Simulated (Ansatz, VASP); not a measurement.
Ba in VASP and in Ansatz

```
CELL_PARAMETERS angstrom
3.69590 0.00000 0.23506
0.00000 3.90530 0.00000
0.23506 0.00000 3.75486
ATOMIC_POSITIONS crystal
Ba 0.00000 0.00000 0.00000
```

Alike in both runs: task single point; functional PBE; k mesh 10 × 10 × 10; occupations gaussian, width 0.1 eV; no spin polarisation.

|  | VASP | Ansatz |
| --- | --- | --- |
| version | VASP 6.6.1 | Ansatz 0.2.0 |
| potentials or method | VASP PAW PBE potentials, release 64 (Ba_sv) | scalar-relativistic, plane waves, PAW |
| plane-wave cutoff (eV) | 520 | 420 |
| valence electrons in the cell | 10 | 10 |

```csv
,VASP,Ansatz,Ansatz less VASP
gap on the k mesh at the Fermi level (eV),none,none,-
pressure (GPa),1.5,1.3,-0.23
largest component of the traceless stress (GPa),1.45,1.40,-0.051
```

A gap of «none» marks a metal or a gap that the smearing closes. The functional is the same, so the differences come from potentials, cutoffs and numerics.

The runs have no spin-orbit coupling, so splittings on Ba are missing.
